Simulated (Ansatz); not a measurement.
Ionic part of the dielectric constant of BN at 20 GPa, mode by mode

Theory: DFT PBEsol, scalar-relativistic, plane waves, PAW in Ansatz. Cutoff 420 eV, 12×12×12 k-points (Γ-centred), fixed occupations. No spin polarisation. Phonons by linear response, acoustic sum rule imposed.

Symmetry: R3m, No. 160, trigonal system. Conventional cell: a = 2.472 Å, b = 2.472 Å, c = 7.927 Å, α = 90.00°, β = 90.00°, γ = 120.00°. B (site symmetry 3m) has 3 N at 1.43 Å as nearest neighbours. N (site symmetry 3m) is surrounded by 3 B at 1.43 Å.

The crystal is built of layers and no dispersion correction was added, so the binding between them is poorly described, and with it their spacing and whatever depends on it.

The primitive cell has V = 13.98 Å³ and ε∞,yy = 5.536. Each polar mode adds Δε = (4.92064×10⁷/V)·S/ν² along y, with S its oscillator strength in e²/amu, ν in cm⁻¹ and V in Å³.

Problem. From these modes, find each Δε and ε0,yy.
```json
{"ν (cm⁻¹)": "1434.6", "S_yy (e²/amu)": "1.139"}
```

Solution.
```
ν (cm⁻¹)    Δε
  1434.6  1.95
```

The sum is 1.948, so ε0,yy = 7.48; the run's tensor has 7.48.

Problem. Where do the longitudinal modes lie for a wave vector along y?

Solution. At 1668 cm⁻¹. The Lyddane–Sachs–Teller product Π(ν_LO/ν_TO)² = 1.35 matches ε0/ε∞ = 1.35.

This form isn't the usual stable structure of the compound at low pressure.

Cost: 1 run of about 1.1 core-minutes, on Intel Xeon Processor @ 2.50GHz (Skylake/Cascade Lake) (shared hosts).